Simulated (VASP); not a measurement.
## MgO: elastic constants with r2SCAN+D3(BJ)

The system is MgO.

```
CELL_PARAMETERS angstrom
0.00000 2.09700 2.09700
2.09700 0.00000 2.09700
2.09700 2.09700 0.00000
ATOMIC_POSITIONS crystal
Mg 0.00000 0.00000 0.00000
O 0.50000 0.50000 0.50000
```

The cell is a database's computed one.

| Item | Value |
| --- | --- |
| Program | VASP 6.6.1 |
| Task | elastic constants |
| Functional | r2SCAN |
| Dispersion | D3(BJ) |
| Potentials or basis | VASP PAW PBE potentials, release 64 (Mg, O) |
| Cutoff | 600 eV |
| k mesh | 8 × 8 × 8 |
| Occupations | gaussian, width 0.05 eV |
| Spin | no spin polarisation |
| Ions in elastic constants | relaxed |
| Further INCAR settings | ALGO = Normal; EDIFF = 1e-08; IBRION = 6; POTIM = 0.015; NSW = 1; ISIF = 3 |

```yaml
Relaxed_volume: 9.08 Å³/atom
Relaxed_cell: a = 2.950 Å, b = 2.950 Å, c = 2.950 Å, α = 60.00°, β = 60.00°, γ = 60.00°
Space_group_after_relaxing_to_0.05_Å: Fm-3m (No. 225)
Elastic_constants_C11_C12_C44: 340, 95, 162 GPa
Voigt_bulk_modulus: 176 GPa
Highest_phonon_frequency_at_Γ_LO-TO_splitting_left_out: 423 cm⁻¹
Dispersion_energy_per_atom: -0.143 eV
```

The path:
| step | energy change (eV) | largest force (eV/Å) | pressure (GPa) | volume (Å³) |
| --- | --- | --- | --- | --- |
| 1 | 0.0000 | 0.0000 | -2.61 | 18.44 |
| 2 | -0.0019 | 0.0000 | 1.16 | 18.04 |
| 3 | -0.0023 | 0.0000 | 0.00 | 18.16 |

Final structure:
```xyz
2
Lattice="0.0000 2.0863 2.0863 2.0863 0.0000 2.0863 2.0863 2.0863 0.0000" Properties=species:S:1:pos:R:3 pbc="T T T"
Mg    0.0000    0.0000    0.0000
O     2.0863    2.0863    2.0863
```

Phonon frequencies in cm⁻¹ (negative: imaginary):
| q point | frequencies |
| --- | --- |
| (0.000, 0.000, 0.000) | -2 -2 -2 423 423 423 |

Elastic tensor in Voigt notation (GPa, in the Cartesian axes of the cell as first typed):
```
340  95  95   0   0   0
 95 340  95   0   0   0
 95  95 340   0   0   0
  0   0   0 162   0   0
  0   0   0   0 162   0
  0   0   0   0   0 162
```

Clamped-ion elastic tensor (GPa):
```
340  95  95   0   0   0
 95 340  95   0   0   0
 95  95 340   0   0   0
  0   0   0 162   0   0
  0   0   0   0 162   0
  0   0   0   0   0 162
```

Run time: 8.6 min on 1 thread of Intel(R) Xeon(R) Platinum 8559C (Emerald Rapids), on a shared host, peak memory 0.2 GiB.

Caveat: the PAW data sets were made with another functional, which shifts forces and pressure a little.
